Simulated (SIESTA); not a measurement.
Mg3Sb2: single point with PBE

The system is Mg3Sb2.

```
Sb Mg
1.0
     4.58200    0.00000    0.00000
    -2.29100    3.96813    0.00000
     0.00000    0.00000    7.24400
Sb Mg
2 3
Direct
  0.66667 0.33333 0.76500
  0.33333 0.66667 0.23500
  0.00000 0.00000 0.00000
  0.66667 0.33333 0.37000
  0.33333 0.66667 0.63000
```

| Quantity | Value |
| --- | --- |
| Program | SIESTA 5.4.2 |
| Task | single point |
| Functional | PBE |
| Potentials or basis | PseudoDojo 0.4 standard (PBE files) |
| Basis | DZP (energy shift 0.003 Ry; two zetas on semicore shells) |
| Grid cutoff | 800 Ry |
| Energy shift | 0.003 Ry |
| k mesh | 7 × 7 × 4 |
| Occupations | fermi-dirac, width 0.05 eV |
| Spin | no spin polarisation |

| Quantity | Value |
| --- | --- |
| Pressure | 2.3 GPa |
| Largest force | 0.687 eV/Å |
| Band gap on the k mesh | 0.24 eV, indirect (least direct gap 1.17 eV) |
| Hirshfeld charges | Sb -0.32; Mg +0.28, +0.18 e |
| Voronoi charges | Sb -0.41; Mg +0.36, +0.23 e |

Forces in eV/Å, atoms in the order of the input:
```
Sb   0.000  0.000  0.687
Sb   0.000  0.000 -0.687
Mg   0.000  0.000  0.000
Mg   0.000  0.000 -0.258
Mg   0.000  0.000  0.258
```

Stress tensor (GPa, compression positive):
```
1.88 0.00 0.00
0.00 1.88 0.00
0.00 0.00 3.12
```

Levels at points of the mesh, in eV from the valence-band top:
```tsv
k point	band 27	band 28	band 29	band 30	band 31	band 32	band 33	band 34
(0.00, 0.00, 0.00)	-1.05	-0.30	-0.30	0.00	1.17	1.24	3.11	3.11
(0.00, 0.00, 0.50)	-0.81	-0.81	-0.56	-0.56	1.84	1.92	2.76	2.76
```

Run time: 61 s on 1 thread of Intel(R) Xeon(R) 6975P-C (Granite Rapids), with other jobs on the host, peak memory 0.53 GiB.

Caveat: Mulliken charges of long-ranged orbitals can have an unphysical sign; spin-orbit coupling is left out, which moves the levels of the heavy elements; an odd mesh through Γ misses points on the zone boundary, where band edges often lie; the basis of atomic orbitals isn't converged, which shifts pressures, moduli and gaps.
